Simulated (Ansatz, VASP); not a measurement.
Given: the input of a run of Ansatz 0.2.0 on TiC.

File input.yaml:

```yaml
crystal:
  lattice:
    - [0.0, 2.1657188437, 2.1440616553]
    - [2.1657188437, 0.0, 2.1440616553]
    - [2.1657188437, 2.1657188437, 0.0]
  atoms:
    - { symbol: Ti, position: [0.0, 0.0, 0.0] }
    - { symbol: C, position: [0.5, 0.5, 0.5] }
hamiltonian:
  xc: pbe
  pseudopotentials: { kind: paw }
kpoints:
  mp_grid: { grid: [9, 9, 9] }
scf:
  occupations: { method: fermi_dirac, width: 0.05 }
output:
  forces: true
  stress: true
  eigenvalues: true
```

Potentials or basis: Ansatz PAW.

Command:

```bash
$ ansatz run input.yaml --threads 2 --pin off --max-ram 5632MiB --backend cpu --events-out ev --progress --plain --runs-dir out
```

**Question.** Translate it to VASP 6.6.1. Potentials there: VASP PAW PBE potentials, release 64 (Ti_sv, C).

**Answer.** As run (the cutoff follows the program's own potentials):

Contents of INCAR:

```
PREC = Accurate
ENCUT = 520
EDIFF = 1E-7
ISMEAR = -1
SIGMA = 0.05
LREAL = False
LASPH = True
NELM = 60
ALGO = Normal
ISIF = 2
LWAVE = False
LCHARG = False
GGA = PE
NBANDS = 15
```

File KPOINTS:

```
regular mesh
0
Gamma
  9 9 9
```

POSCAR

```
TiC
1.0
    0.0000000000      2.1657188437      2.1440616553
    2.1657188437      0.0000000000      2.1440616553
    2.1657188437      2.1657188437      0.0000000000
Ti C
1 1
Direct
    0.0000000000      0.0000000000      0.0000000000
    0.5000000000      0.5000000000      0.5000000000
```

Potentials or basis: VASP PAW PBE potentials, release 64 (Ti_sv, C).

Launch:

```bash
$ cat potpaw_PBE.64/Ti_sv/POTCAR potpaw_PBE.64/C/POTCAR > POTCAR
$ mpirun -np 1 vasp_std > vasp.out
```

Both were run:

|  | VASP | Ansatz | Ansatz less VASP |
| --- | --- | --- | --- |
| gap on the k mesh at the Fermi level (eV) | none | none | - |
| pressure (GPa) | 3.1 | 2.9 | -0.21 |
| largest component of the traceless stress (GPa) | 2.79 | 2.78 | -0.018 |

A gap of «none» marks a metal or a gap that the smearing closes.
